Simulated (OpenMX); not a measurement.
The system is CdS (Greenockite).

```
Cd S
1.0
     4.15000    0.00000    0.00000
    -2.07500    3.59401    0.00000
     0.00000    0.00000    6.73700
Cd S
2 2
Cartesian
  2.0750 1.1980 3.3685
  0.0000 2.3960 0.0000
  2.0750 1.1980 5.8949
  0.0000 2.3960 2.5264
```

Base run:

```yaml
Program: OpenMX 3.8.5
Functional: PBE
Potentials_or_basis: OpenMX 2013 PBE set, Cd7.0-s3p2d2, S7.0-s2p2d1f1, grid cutoff 500 Ry
k_mesh: 7 × 7 × 5
Occupations: fermi-dirac, width 0.05 eV
Spin: no spin polarisation
```

Its results: band gap on the k mesh 1.35 eV, direct; pressure 2.7 GPa; largest force 0.080 eV/Å.

**Question.** The run is repeated on the same cell with these changes: potentials or basis from OpenMX 2013 PBE set, Cd7.0-s3p2d2, S7.0-s2p2d1f1, grid cutoff 500 Ry to OpenMX 2013 PBE set, Cd7.0-s3p2d1, S7.0-s2p2d1, grid cutoff 500 Ry. What comes out?

**Answer.** Band gap on the k mesh 1.28 eV, direct; pressure 2.3 GPa; largest force 0.076 eV/Å.

Caveats: the basis of atomic orbitals isn't converged, which shifts pressures, moduli and gaps.
